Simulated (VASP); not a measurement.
# Tm (Fm-3m) in VASP: a series of runs

One crystal, Tm, is run at these levels: PBEsol; tasks: single point.

All numbers are computed with VASP 6.6.1; they aren't measurements. Logs are shortened: lines on timing, memory, paths and dates and some standing lists are left out, and cuts for length are marked.

### Step 1. Starting point

Symmetry: Fm-3m, No. 225, cubic system. The conventional cell has a = 4.936 Å, b = 4.936 Å, c = 4.936 Å, α = 90.00°, β = 90.00°, γ = 90.00°. Tm (site symmetry m-3m) has 12 Tm at 3.49 Å as nearest neighbours.

This isn't the form of Tm at room conditions, which is hcp.

### Step 2. Single point, PBEsol, collinear spin, ferromagnetic start

INCAR

```
ADDGRID = False
ALGO = Normal
EDIFF = 1E-6
ENCUT = 550
GGA = PS
ISIF = 2
ISMEAR = 1
ISPIN = 2
LASPH = True
LCHARG = False
LMAXMIX = 6
LORBIT = 11
LREAL = False
LWAVE = False
MAGMOM = 2
NBANDS = 22
NELM = 100
PREC = Accurate
SIGMA = 0.2
```

KPOINTS

```
k-points
0
Gamma
  7 7 7
```

POSCAR

```
Tm
1.0
    0.0000000000      2.4680255249      2.4680255249
    2.4680255249      0.0000000000      2.4680255249
    2.4680255249      2.4680255249      0.0000000000
Tm
1
Direct
    0.0000000000      0.0000000000      0.0000000000
```

Potentials or basis: VASP PAW PBE potentials, release 64 (Tm).

On the command line:

```sh
$ cat potpaw_PBE.64/Tm/POTCAR > POTCAR
$ mpirun -np 1 vasp_std > vasp.out
```

OUTCAR:

```text
EDIFF = 1E-6
   ENCUT = 550
   GGA = PS
   ISIF = 2
   ISMEAR = 1
   ISPIN = 2
   LASPH = True
   LORBIT = 11
   LREAL = False
   NELM = 100
   PREC = Accurate

 Found     20 irreducible k-points:

 Following reciprocal coordinates:
            Coordinates               Weight
  0.000000  0.000000  0.000000      1.000000
  0.142857  0.000000  0.000000      8.000000
  0.285714  0.000000  0.000000      8.000000
  0.428571  0.000000  0.000000      8.000000
  0.142857  0.142857  0.000000      6.000000
  0.285714  0.142857  0.000000     24.000000
   k-points           NKPTS =     20   k-points in BZ     NKDIM =     20   number of bands    NBANDS=     22
   number of dos      NEDOS =    301   number of ions     NIONS =      1
   total plane-waves  NPLWV =  21952
   dimension x,y,z NGX =    28 NGY =   28 NGZ =   28
   dimension x,y,z NGXF=    56 NGYF=   56 NGZF=   56
   ions per type =               1
   NGX,Y,Z   is equivalent  to a cutoff of  13.34, 13.34, 13.34 a.u.
   NGXF,Y,Z  is equivalent  to a cutoff of  26.67, 26.67, 26.67 a.u.
 SYSTEM =  unknown system
   PREC   = accura    normal or accurate (medium, high low for compatibility)
   ISTART =      0    job   : 0-new  1-cont  2-samecut
   ICHARG =      2    charge: 1-file 2-atom 10-const
   ISPIN  =      2    spin polarized calculation?
   LNONCOLLINEAR =      F non collinear calculations
   LSORBIT =      F    spin-orbit coupling
   LASPH  =      T    aspherical Exc in radial PAW
   ENCUT  =  550.0 eV  40.42 Ry    6.36 a.u.   6.67  6.67  6.67*2*pi/ulx,y,z
   NELM   =    100;   NELMIN=  2; NELMDL= -5     # of ELM steps
   EDIFF  = 0.1E-05   stopping-criterion for ELM
   LREAL  =      F    real-space projection
   EDIFFG = 0.1E-04   stopping-criterion for IOM
   NSW    =      0    number of steps for IOM
   IBRION =     -1    ionic relax: 0-MD 1-quasi-New 2-CG
   NFREE  =      0    steps in history (QN), initial steepest desc. (CG)
   ISIF   =      2    stress and relaxation
   ISYM   =      2    0-nonsym 1-usesym 2-fastsym
   POTIM  = 0.5000    time-step for ionic-motion
   TEBEG  =    0.0;   TEEND  =   0.0 temperature during run
   PSTRESS=    0.0 pullay stress
   NELECT =      23.0000    total number of electrons
   NUPDOWN=      -1.0000    fix difference up-down
   EMIN   =  10.00;   EMAX   =-10.00  energy-range for DOS
   EFERMI =   0.00;   METHOD = LEGACY
   ISMEAR =     1;   SIGMA  =   0.20  broadening in eV -4-tet -1-fermi 0-gaus
   EFERMI_NEDOS =   21; number of points for ismear=-14 and -15
   IALGO  =     38    algorithm
   IMIX   =      4    mixing-type and parameters
     AMIX     =   0.40;   BMIX     =  1.00
     AMIX_MAG =   1.60;   BMIX_MAG =  1.00
  volume/ion in A,a.u.               =      30.07       202.90
  Fermi-wavevector in a.u.,A,eV,Ry     =   1.497239  2.829371 30.500515  2.241725
  Thomas-Fermi vector in A             =   2.609152
   LORBIT       =     11    0 simple, 1 ext, 2 COOP (PROOUT), +10 PAW based schemes
   GGA     = PS    functional components
   LHFCALC =     F    Hartree Fock is set to
   AEXX    =    0.0000 exact exchange contribution
   IVDW    =     0    specifies the selected vdW correction
   LEPSILON=     F    determine dielectric tensor
   LRPA    =     F    only Hartree local field effects (RPA)
 spin polarized calculation
 Methfessel and Paxton  Order N= 1 SIGMA  =   0.20
  energy-cutoff  :      550.00
  volume of cell :       30.07
 maximum number of plane-waves:       899
   NGX = 13   NGY = 13   NGZ = 13

 number of electron      23.0000007 magnetization       1.0588152

 Free energy of the ion-electron system (eV)
  ---------------------------------------------------
  ext. energy  EPLUGINS =         0.00000000
  ---------------------------------------------------
  free energy    TOTEN  =        -4.33994130 eV

  energy without entropy =       -4.32189619  energy(sigma->0) =       -4.33392627

 E-fermi :   2.1161     XC(G=0): -10.4210

 val. band max:        2.1157184175   @ k =  -0.4286   0.4286   0.0000
 cond. band min:       2.1275034380   @ k =  -0.4286   0.4286   0.1429
 fundamental gap:      0.0117850204
 Fermi energy:         2.1160553439

 spin component 1

 k-point     1 :       0.0000    0.0000    0.0000
  band No.  band energies     occupation
      1     -48.2136      1.00000
      2     -21.1206      1.00000
      3     -21.1206      1.00000
      4     -21.1206      1.00000
      5      -3.1312      1.00000
      6       0.5365      1.00000
[... 14 lines left out ...]
     21      15.9071      0.00000
     22      17.9881      0.00000

 k-point     2 :       0.1429    0.0000    0.0000
  band No.  band energies     occupation
      1     -48.2054      1.00000
      2     -21.2495      1.00000
      3     -21.1368      1.00000
      4     -21.1368      1.00000
      5      -2.5665      1.00000
      6       0.5483      1.00000
[... 14 lines left out ...]
     21      17.0677      0.00000
     22      20.2473      0.00000

 k-point     3 :       0.2857    0.0000    0.0000
  band No.  band energies     occupation
      1     -48.1869      1.00000
      2     -21.5271      1.00000
      3     -21.1729      1.00000
      4     -21.1729      1.00000
      5      -1.1682      1.00000
      6       0.5896      1.00000
[... 14 lines left out ...]
     21      19.2366      0.00000
     22      19.2366      0.00000

 k-point     4 :       0.4286    0.0000    0.0000
  band No.  band energies     occupation
      1     -48.1719      1.00000
      2     -21.7389      1.00000
      3     -21.2016      1.00000
      4     -21.2016      1.00000
      5       0.0724      1.00000
      6       0.6405      1.00000
[... 14 lines left out ...]
     21      16.6806      0.00000
     22      22.2881      0.00000

 k-point     5 :       0.1429    0.1429    0.0000
  band No.  band energies     occupation
      1     -48.2027      1.00000
      2     -21.2462      1.00000
      3     -21.1649      1.00000
      4     -21.1649      1.00000
      5      -2.3793      1.00000
      6       0.5521      1.00000
[... 14 lines left out ...]
     21      16.3621      0.00000
     22      21.7162      0.00000

 k-point     6 :       0.2857    0.1429    0.0000
  band No.  band energies     occupation
      1     -48.1876      1.00000
      2     -21.4507      1.00000
      3     -21.2083      1.00000
      4     -21.2017      1.00000
      5      -1.2406      1.00000
      6       0.5839      1.00000
[... 14 lines left out ...]
     21      17.3291      0.00000
     22      19.6357      0.00000

 [... further k-points ...]

 spin component 2

 k-point     1 :       0.0000    0.0000    0.0000
  band No.  band energies     occupation
      1     -47.6972      1.00000
      2     -20.7789      1.00000
      3     -20.7789      1.00000
      4     -20.7789      1.00000
      5      -3.3193      1.00000
      6       1.8935      1.03323
[... 14 lines left out ...]
     21      15.8240      0.00000
     22      17.7952      0.00000

 k-point     2 :       0.1429    0.0000    0.0000
  band No.  band energies     occupation
      1     -47.6884      1.00000
      2     -20.9160      1.00000
      3     -20.7960      1.00000
      4     -20.7960      1.00000
      5      -2.7482      1.00000
      6       1.8527      1.03431
[... 14 lines left out ...]
     21      16.9996      0.00000
     22      20.1050      0.00000

 k-point     3 :       0.2857    0.0000    0.0000
  band No.  band energies     occupation
      1     -47.6687      1.00000
      2     -21.2103      1.00000
      3     -20.8341      1.00000
      4     -20.8341      1.00000
      5      -1.3429      1.00000
      6       1.7832      1.02013
[... 14 lines left out ...]
     21      19.1856      0.00000
     22      19.1856      0.00000

 k-point     4 :       0.4286    0.0000    0.0000
  band No.  band energies     occupation
      1     -47.6529      1.00000
      2     -21.4340      1.00000
      3     -20.8643      1.00000
      4     -20.8643      1.00000
      5      -0.1163      1.00000
      6       1.7420      1.01188
[... 14 lines left out ...]
     21      16.5396      0.00000
     22      22.0401      0.00000

 k-point     5 :       0.1429    0.1429    0.0000
  band No.  band energies     occupation
      1     -47.6855      1.00000
      2     -20.9128      1.00000
      3     -20.8256      1.00000
      4     -20.8256      1.00000
      5      -2.5581      1.00000
      6       1.8546      1.03453
[... 14 lines left out ...]
     21      16.3001      0.00000
     22      21.5765      0.00000

 k-point     6 :       0.2857    0.1429    0.0000
  band No.  band energies     occupation
      1     -47.6695      1.00000
      2     -21.1296      1.00000
      3     -20.8714      1.00000
      4     -20.8647      1.00000
      5      -1.4087      1.00000
      6       1.7923      1.02220
[... 14 lines left out ...]
     21      17.1928      0.00000
     22      19.5765      0.00000

 [... further k-points ...]

------------------------ aborting loop because EDIFF is reached ----------------------------------------

  FORCE on cell =-STRESS in cart. coord.  units (eV):
  Direction    XX          YY          ZZ          XY          YZ          ZX
  --------------------------------------------------------------------------------------
  -------------------------------------------------------------------------------------
  Total        0.1036654      0.1036654      0.1036654      0.0000000      0.0000000      0.0000000
  in kB        5.5241523      5.5241523      5.5241523      0.0000000      0.0000000      0.0000000
  external PRESSURE =       5.5241523 kB  Pullay stress =       0.0000000 kB

 VOLUME and BASIS-vectors are now :
 -----------------------------------------------------------------------------
  energy-cutoff  :      550.00
  volume of cell :       30.07
      direct lattice vectors                 reciprocal lattice vectors
     0.000000000  2.468025525  2.468025525    -0.202591098  0.202591098  0.202591098
     2.468025525  0.000000000  2.468025525     0.202591098 -0.202591098  0.202591098
     2.468025525  2.468025525  0.000000000     0.202591098  0.202591098 -0.202591098

 POSITION                                       TOTAL-FORCE (eV/Angst)
 -----------------------------------------------------------------------------------
      0.00000      0.00000      0.00000         0.000000      0.000000      0.000000
 -----------------------------------------------------------------------------------
    total drift:                               -0.000000     -0.000000     -0.000000

  FREE ENERGIE OF THE ION-ELECTRON SYSTEM (eV)
  ---------------------------------------------------
  free  energy   TOTEN  =        -4.3399413015 eV

  energy  without entropy=       -4.3218961947  energy(sigma->0) =       -4.33392627

 total charge

# of ion       s       p       d       f       tot
--------------------------------------------------
    1        2.224   5.932   0.412  12.500  21.068

 magnetization (x)

# of ion       s       p       d       f       tot
--------------------------------------------------
    1        0.003  -0.033  -0.064   1.282   1.186
```

Run time: 1.7 min. Hardware: 1 thread of Intel Xeon Platinum 8375C at 2.90GHz (Ice Lake), shared host; peak memory 0.19 GiB.

These settings aren't checked as converged: the numbers below hold their error.

Results:

```
Free energy                                           : -4.3399 eV
Pressure                                              : 0.6 GPa
Band gap on the k mesh                                : none (metal or under the smearing width)
Net moment                                            : 1.06 μB per cell
Site moments                                          : Tm +1.19 μB
Valence electrons inside the program's atomic spheres : Tm 21.07
```

Caveat: the magnetic or orbital state may not be the lowest; the PAW data sets were made with another functional, which shifts forces and pressure a little; spin-orbit coupling is left out, which moves the levels of the heavy elements.

### Step 3. Single point, PBEsol, collinear spin, ferromagnetic start

INCAR: that of step 2 with these lines changed.

```diff
@@ -3,3 +3,3 @@
 EDIFF = 1E-6
-ENCUT = 550
+ENCUT = 450
 GGA = PS
```

KPOINTS

```
k-points
0
Gamma
  8 8 8
```

POSCAR is that of step 2.

Potentials or basis: VASP PAW PBE potentials, release 64 (Tm).

On the command line:

```sh
$ cat potpaw_PBE.64/Tm/POTCAR > POTCAR
$ mpirun -np 1 vasp_std > vasp.out
```

Wall time 42 s (1 thread of Intel Xeon Platinum 8375C at 2.90GHz (Ice Lake), shared host); peak memory 0.17 GiB.

The run converged, but some of its settings lie outside the range that counts as converged, so its numbers aren't taken as properties of the crystal.

What came out:

```yaml
Free_energy: -4.3326 eV
Pressure: 0.6 GPa
Band_gap_on_the_k_mesh: none (metal or under the smearing width)
Net_moment: 1.04 μB per cell
Site_moments: Tm +1.18 μB
Valence_electrons_inside_the_program's_atomic_spheres: Tm 21.07
```

Caveat: the magnetic or orbital state may not be the lowest; the PAW data sets were made with another functional, which shifts forces and pressure a little; spin-orbit coupling is left out, which moves the levels of the heavy elements.

### Step 4. Single point, PBEsol, collinear spin, ferromagnetic start

INCAR: that of step 3 with these lines changed.

```diff
@@ -3,3 +3,3 @@
 EDIFF = 1E-6
-ENCUT = 450
+ENCUT = 300
 GGA = PS
```

KPOINTS

```
k-points
0
Gamma
  10 10 10
```

POSCAR is that of step 3.

On the command line:

```sh
$ cat potpaw_PBE.64/Tm/POTCAR > POTCAR
$ mpirun -np 1 vasp_std > vasp.out
```

Run time: 58 s. Hardware: 1 thread of Intel Xeon Platinum 8375C at 2.90GHz (Ice Lake), shared host; peak memory 0.15 GiB.

The run converged, but a check on its numbers failed (symmetry, net force, bounds or a known fault of this set-up), so they aren't taken as properties of the crystal.

Caveat: the cutoff lies under the usual one of these potentials, so the numbers hold a large basis-set error; the magnetic or orbital state may not be the lowest; the PAW data sets were made with another functional, which shifts forces and pressure a little; spin-orbit coupling is left out, which moves the levels of the heavy elements.

(Part 1 of 2 ends here.)
